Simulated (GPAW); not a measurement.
Consider B on a P site (antisite) in BP (monolayer).

```
B P
1.0
    -8.02500    2.77994    0.00000
     1.60500   -8.33982    0.00000
     0.00000    0.00000   10.40000
B P
8 6
Direct
  0.98358 0.98705 0.50000
  0.42857 0.14286 0.50000
  0.85627 0.28720 0.50000
  0.28422 0.42621 0.50000
  0.71776 0.58785 0.50000
  0.14522 0.71516 0.50000
  0.58437 0.85367 0.50000
  0.76190 0.80952 0.50000
  0.18592 0.95343 0.50000
  0.61800 0.08963 0.50000
  0.04553 0.23275 0.50000
  0.48180 0.38551 0.50000
  0.90151 0.52590 0.50000
  0.33868 0.66992 0.50000
```

Absorber: atom 5, with 1 B at 1.73 Å and 2 P at 1.88 Å (distorted trigonal planar; 1.7 Å from the defect atom). Method: GPAW, PBE, excited-electron core hole (neutral cell), 14-atom cell with 8.5 Å between holes, 3×3×1 k points, dipole transitions, Gaussian full width 0.9 eV up to 4 eV, rising linearly to 3.5 eV at 25 eV.

Question: Predict the near-edge structure at the B K edge.

Main maxima up to 21 eV above the zero (height): 1.6 eV (1.05), 4.0 eV (1.89), 7.1 eV (1.07), 11.9 eV (1.40) and 17.6 eV (0.91). A K edge sees empty p states; at this planar three-fold site the curve for the electric vector normal to the plane peaks at 1.6 eV, where it is mainly π* that absorbs: that direction carries over 70 % of the weight there. The total-energy difference is 192.33 eV. One term is added: -5.59 eV, since the hole is spin-paired here and a spin-polarised one costs that much less in the free atom (computed apart). The photon energy is then 186.74 eV. The functional leaves an error of a few eV in such absolute values.

The B K spectrum (energy from the lowest empty level; intensity scaled to a mean of 1 over the first 20 eV):

```csv
E (eV),isotropic,ε ∥ x,ε ∥ y,ε ∥ z
-2.0,0.00,0.00,0.00,0.00
-1.5,0.00,0.00,0.00,0.00
-1.0,0.00,0.00,0.00,0.01
-0.5,0.05,0.00,0.00,0.16
0.0,0.23,0.00,0.00,0.68
0.5,0.38,0.00,0.00,1.13
1.0,0.68,0.00,0.00,2.03
1.5,1.05,0.00,0.00,3.14
2.0,0.91,0.01,0.02,2.70
2.5,0.72,0.18,0.35,1.63
3.0,1.03,1.16,1.06,0.86
3.5,1.70,2.77,0.99,1.34
4.0,1.89,3.74,0.92,1.01
4.5,1.53,3.07,0.99,0.53
5.0,1.17,1.56,0.84,1.12
5.5,1.13,1.02,0.70,1.65
6.0,0.92,1.04,0.78,0.95
6.5,0.98,1.31,0.94,0.69
7.0,1.07,1.22,0.88,1.11
7.5,1.05,0.94,0.86,1.34
8.0,0.92,0.86,0.89,1.02
8.5,0.78,0.87,0.84,0.63
9.0,0.76,0.96,0.83,0.48
9.5,0.85,1.13,0.97,0.46
10.0,0.98,1.20,1.19,0.54
10.5,1.10,1.13,1.45,0.74
11.0,1.25,1.05,1.75,0.94
11.5,1.37,1.00,2.06,1.04
12.0,1.40,0.92,2.26,1.03
12.5,1.37,0.79,2.29,1.03
13.0,1.31,0.70,2.15,1.06
13.5,1.20,0.68,1.86,1.05
14.0,1.05,0.72,1.49,0.93
14.5,0.89,0.77,1.12,0.77
15.0,0.77,0.83,0.83,0.64
15.5,0.71,0.91,0.66,0.57
16.0,0.73,1.03,0.62,0.55
16.5,0.80,1.17,0.67,0.56
17.0,0.87,1.28,0.77,0.56
17.5,0.91,1.30,0.86,0.57
18.0,0.90,1.21,0.91,0.58
18.5,0.84,1.03,0.89,0.60
19.0,0.77,0.83,0.82,0.65
19.5,0.70,0.67,0.74,0.69
20.0,0.66,0.58,0.69,0.73
20.5,0.65,0.55,0.66,0.74
21.0,0.65,0.56,0.67,0.73
21.5,0.66,0.59,0.68,0.72
22.0,0.67,0.62,0.70,0.69
```

The cell shows no gap over 0.35 eV; the host's own band filling, the defect's levels or the functional may be the cause. Some eV above the zero the states pass the vacuum level, and features normal to the sheet may then be states of the box. In so small a cell the defects form an ordered array, and no site is far from one. The mesh is coarse (0.28 Å⁻¹ between points), so small maxima may be mesh ripples.

[Banner, clock and machine lines of the logs are left out without a mark of their own.]

[Logs are printed without paths, hosts, clocks, repeated set-up lines and the standing remarks that a program may print on its own settings, such as how far it seeks lower states.]

[Hosts, paths, dates, database ids (printed as entryN), source tags and the programs' standing remarks are cut or masked in the printed files.]

[Lists of maxima count a maximum above −3 eV only where it reaches 4 % of the highest in the window and stands out from its surroundings by 2 % of it (1.5 % where it reaches 55 %); shoulders and weaker maxima are passed over, and of the rest the first, up to two pre-edge ones and the few strongest are named.]
